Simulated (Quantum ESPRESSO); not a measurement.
# Hg (P-1) in Quantum ESPRESSO: reference runs

Reference runs on Hg: the cell as given.

Program: Quantum ESPRESSO 7.5. These are calculated values, not measurements. Logs are shortened: lines on timing, memory, paths and dates and some standing lists are left out, and cuts for length are marked.

## Step 1: The structure

The typed cell holds 2 atoms: a = 3.460 Å, b = 3.460 Å, c = 4.894 Å, α = 69.30°, β = 69.30°, γ = 60.00°.

## Step 2: Single point, PBE

The input, pw.in:

```
&CONTROL
  calculation = 'scf'
  prefix = 'pwscf'
  outdir = './tmp'
  pseudo_dir = './pseudo'
  tprnfor = .true.
  tstress = .true.
  disk_io = 'low'
/
&SYSTEM
  ibrav = 0
  nat = 2
  ntyp = 1
  ecutwfc = 60
  nbnd = 28
  occupations = 'smearing'
  smearing = 'fd'
  degauss = 0.00367493
/
&ELECTRONS
  conv_thr = 4d-10
  electron_maxstep = 120
  mixing_beta = 0.5
/
ATOMIC_SPECIES
Hg   200.5920 Hg_ONCV_PBE-1.0.oncvpsp.upf
CELL_PARAMETERS angstrom
   1.7300004600   -2.9964486900    0.0000000000
   3.4600009100    0.0000000000    0.0000000000
   1.7300004600   -0.9988162300    4.4680000000
ATOMIC_POSITIONS crystal
Hg     0.0029236900    0.9774667000    0.0024643500
Hg     0.4970763100    0.5225333000    0.4975356500
K_POINTS automatic
9 9 6 0 0 0
```

The input, pp_density.in:

```
&INPUTPP
  prefix = 'pwscf'
  outdir = './tmp'
  filplot = 'density.dat'
  plot_num = 0
/
&PLOT
  nfile = 1
  filepp(1) = 'density.dat'
  iflag = 3
  output_format = 6
  fileout = 'density.cube'
/
```

The input, pp_potential.in:

```
&INPUTPP
  prefix = 'pwscf'
  outdir = './tmp'
  filplot = 'potential.dat'
  plot_num = 11
/
&PLOT
  nfile = 1
  filepp(1) = 'potential.dat'
  iflag = 3
  output_format = 6
  fileout = 'potential.cube'
/
```

The input, pp_elf.in:

```
&INPUTPP
  prefix = 'pwscf'
  outdir = './tmp'
  filplot = 'elf.dat'
  plot_num = 8
/
&PLOT
  nfile = 1
  filepp(1) = 'elf.dat'
  iflag = 3
  output_format = 6
  fileout = 'elf.cube'
/
```

Potentials or basis: SSSP 1.3 efficiency PBE.

Started as:

```
$ OMP_NUM_THREADS=1 pw.x -in pw.in > pw.out
$ OMP_NUM_THREADS=1 pp.x -in pp_density.in > pp_density.out
$ OMP_NUM_THREADS=1 pp.x -in pp_potential.in > pp_potential.out
$ OMP_NUM_THREADS=1 pp.x -in pp_elf.in > pp_elf.out
```

pw.out:

```text
This program is part of the open-source Quantum ESPRESSO suite
     for quantum simulation of materials; please cite
         "P. Giannozzi et al., J. Phys.:Condens. Matter 21 395502 (2009);
         "P. Giannozzi et al., J. Phys.:Condens. Matter 29 465901 (2017);
         "P. Giannozzi et al., J. Chem. Phys. 152 154105 (2020);
     in publications or presentations arising from this work. More details at

     Message from routine setup:
     using ibrav=0 with symmetry is DISCOURAGED, use correct ibrav instead

     G-vector sticks info
     --------------------
     sticks:   dense  smooth     PW     G-vecs:    dense   smooth      PW
     Sum         703     703    223                19613    19613    3437

     Using Slab Decomposition

     bravais-lattice index     =            0
     lattice parameter (alat)  =       6.5385  a.u.
     unit-cell volume          =     312.6028 (a.u.)^3
     number of atoms/cell      =            2
     number of atomic types    =            1
     number of electrons       =        40.00
     number of Kohn-Sham states=           28
     kinetic-energy cutoff     =      60.0000  Ry
     charge density cutoff     =     240.0000  Ry
     scf convergence threshold =      4.0E-10
     mixing beta               =       0.5000
     number of iterations used =            8  plain     mixing
     Exchange-correlation= PBE
                           (   1   4   3   4   0   0   0)

     celldm(1)=   6.538454  celldm(2)=   0.000000  celldm(3)=   0.000000
     celldm(4)=   0.000000  celldm(5)=   0.000000  celldm(6)=   0.000000

     crystal axes: (cart. coord. in units of alat)
               a(1) = (   0.500000  -0.866025   0.000000 )
               a(2) = (   1.000000   0.000000   0.000000 )
               a(3) = (   0.500000  -0.288675   1.291329 )

     reciprocal axes: (cart. coord. in units 2 pi/alat)
               b(1) = (  0.000000 -1.154701 -0.258132 )
               b(2) = (  1.000000  0.577350 -0.258132 )
               b(3) = ( -0.000000  0.000000  0.774396 )

     PseudoPot. # 1 for Hg read from file:
     Hg_ONCV_PBE-1.0.oncvpsp.upf
     Pseudo is Norm-conserving, Zval = 20.0
     Generated using ONCVPSP code by D. R. Hamann
     Using radial grid of 1262 points,  8 beta functions with:
                l(1) =   0
                l(2) =   0
                l(3) =   1
                l(4) =   1
                l(5) =   2
                l(6) =   2
                l(7) =   3
                l(8) =   3

     atomic species   valence    mass     pseudopotential
     Hg               20.00   200.59200     Hg( 1.00)

      2 Sym. Ops., with inversion, found ( 1 have fractional translation)

   Cartesian axes

     site n.     atom                  positions (alat units)
         1        Hg     tau(   1) = (   0.9801607  -0.0032434   0.0031823  )
         2        Hg     tau(   2) = (   1.0198393  -0.5741069   0.6424823  )

     number of k points=   514  Fermi-Dirac smearing, width (Ry)=  0.0037

     Number of k-points >= 100: set verbosity='high' to print them.

     Dense  grid:    19613 G-vectors     FFT dimensions: (  36,  36,  48)

     Initial potential from superposition of free atoms

     starting charge      39.9999, renormalised to      40.0000
     Starting wfcs are   20 randomized atomic wfcs +    8 random wfcs

     Self-consistent Calculation

     iteration #  1     ecut=    60.00 Ry     beta= 0.50
     Davidson diagonalization with overlap
     ethr =  1.00E-02,  avg # of iterations =  6.7

     Threshold (ethr) on eigenvalues was too large:
     Diagonalizing with lowered threshold

     Davidson diagonalization with overlap
     ethr =  5.37E-05,  avg # of iterations =  6.4

     total energy              =    -620.26527387 Ry
     estimated scf accuracy    <       0.02164219 Ry

     iteration #  2     ecut=    60.00 Ry     beta= 0.50
     Davidson diagonalization with overlap
     ethr =  5.41E-05,  avg # of iterations =  2.0

     total energy              =    -620.26969681 Ry
     estimated scf accuracy    <       0.00136290 Ry

     iteration #  3     ecut=    60.00 Ry     beta= 0.50
     Davidson diagonalization with overlap
     c_bands:  1 eigenvalues not converged
     c_bands:  1 eigenvalues not converged
     c_bands:  1 eigenvalues not converged
     ethr =  3.41E-06,  avg # of iterations =  2.8

     total energy              =    -620.26981143 Ry
     estimated scf accuracy    <       0.00030361 Ry

     iteration #  4     ecut=    60.00 Ry     beta= 0.50
     Davidson diagonalization with overlap
     ethr =  7.59E-07,  avg # of iterations =  2.0

     total energy              =    -620.26983265 Ry
     estimated scf accuracy    <       0.00001594 Ry

     iteration #  5     ecut=    60.00 Ry     beta= 0.50
     Davidson diagonalization with overlap
     ethr =  3.99E-08,  avg # of iterations =  2.1

     total energy              =    -620.26983989 Ry
     estimated scf accuracy    <       0.00000269 Ry

     iteration #  6     ecut=    60.00 Ry     beta= 0.50
     Davidson diagonalization with overlap
     ethr =  6.74E-09,  avg # of iterations =  2.0

     total energy              =    -620.26983939 Ry
     estimated scf accuracy    <       0.00000110 Ry

     iteration #  7     ecut=    60.00 Ry     beta= 0.50
     Davidson diagonalization with overlap
     ethr =  2.75E-09,  avg # of iterations =  2.0

     total energy              =    -620.26983979 Ry
     estimated scf accuracy    <       0.00000008 Ry

     iteration #  8     ecut=    60.00 Ry     beta= 0.50
     Davidson diagonalization with overlap
     ethr =  1.92E-10,  avg # of iterations =  2.4

     total energy              =    -620.26983981 Ry
     estimated scf accuracy    <          7.8E-09 Ry

     iteration #  9     ecut=    60.00 Ry     beta= 0.50
     Davidson diagonalization with overlap
     ethr =  1.94E-11,  avg # of iterations =  3.5

     total energy              =    -620.26983982 Ry
     estimated scf accuracy    <          2.1E-09 Ry

     iteration # 10     ecut=    60.00 Ry     beta= 0.50
     Davidson diagonalization with overlap
     ethr =  5.26E-12,  avg # of iterations =  2.0

     End of self-consistent calculation

     Number of k-points >= 100: set verbosity='high' to print the bands.

     the Fermi energy is    15.3156 ev

!    total energy              =    -620.26983982 Ry
     estimated scf accuracy    <          1.0E-11 Ry
     smearing contrib. (-TS)   =      -0.00040138 Ry
     internal energy E=F+TS    =    -620.26943844 Ry

     The total energy is F=E-TS. E is the sum of the following terms:
     one-electron contribution =    -293.33551876 Ry
     hartree contribution      =     154.50549503 Ry
     xc contribution           =     -54.96868333 Ry
     ewald contribution        =    -426.47073138 Ry

     convergence has been achieved in  10 iterations

     Forces acting on atoms (cartesian axes, Ry/au):

     atom    1 type  1   force =     0.00615200    0.00089050   -0.00495606
     atom    2 type  1   force =    -0.00615200   -0.00089050    0.00495606

     Total force =     0.011243     Total SCF correction =     0.000022

     Computing stress (Cartesian axis) and pressure

          total   stress  (Ry/bohr**3)                   (kbar)     P=       57.52
   0.00035177  -0.00000571  -0.00000337           51.75       -0.84       -0.50
  -0.00000571   0.00034992   0.00001366           -0.84       51.47        2.01
  -0.00000337   0.00001366   0.00047130           -0.50        2.01       69.33

=------------------------------------------------------------------------------=
   JOB DONE.
=------------------------------------------------------------------------------=
```

Wall time 7.9 min (1 thread of Intel Xeon Platinum 8488C (Sapphire Rapids), shared host); peak memory 0.59 GiB.

Results:

- Free energy: -8439.2011 eV
- Pressure: 5.8 GPa
- Largest force: 0.204 eV/Å
- Band gap on the k mesh: none (metal or under the smearing width)

Forces on the atoms (eV/Å):
```
Hg   0.158  0.023 -0.127
Hg  -0.158 -0.023  0.127
```

The run has no spin-orbit coupling, so splittings on Hg are missing.
